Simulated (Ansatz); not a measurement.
The system is In.

```
In
1.0
    -1.88253    1.88253    1.88253
     1.88253   -1.88253    1.88253
     1.88253    1.88253   -1.88253
In
1
Direct
  0.00000 0.00000 0.00000
```

This isn't the form of In at room conditions, which is tetragonal.

```yaml
Program: Ansatz 0.2.0
Task: relaxation of cell and atoms
Functional: RPBE
Potentials_or_basis: Ansatz PAW
Cutoff: "420 eV (not typed: the program's choice for these potentials)"
k_mesh: 10 × 10 × 10
Occupations: fermi-dirac, width 0.05 eV
Spin: no spin polarisation
```

At the start: volume 26.69 Å³/atom.

Question: How do energy, volume and symmetry change on relaxing?

Answer: It ends after 5 steps and the volume is 29.15 Å³/atom (+9.2 %); space group Im-3m (No. 229, to 0.05 Å).

Step by step:
```csv
step,energy change (eV),largest force (eV/Å),volume (Å³)
1,0.0000,0.0000,26.69
2,-0.0204,0.0000,28.52
3,-0.0215,0.0000,29.06
4,-0.0215,0.0000,29.15
5,-0.0221,0.0000,29.15
```

Final structure:
```
In
1.0
    -1.93879    1.93879    1.93879
     1.93879   -1.93879    1.93879
     1.93879    1.93879   -1.93879
In
1
Direct
  0.00000 0.00000 0.00000
```

Caveat: the plane-wave basis is chosen anew once the cell has moved, so the energies of steps on either side of that aren't comparable; the PAW data sets come from PBE, with cores solved anew for the run's functional, which leaves a small shift of forces and pressure.
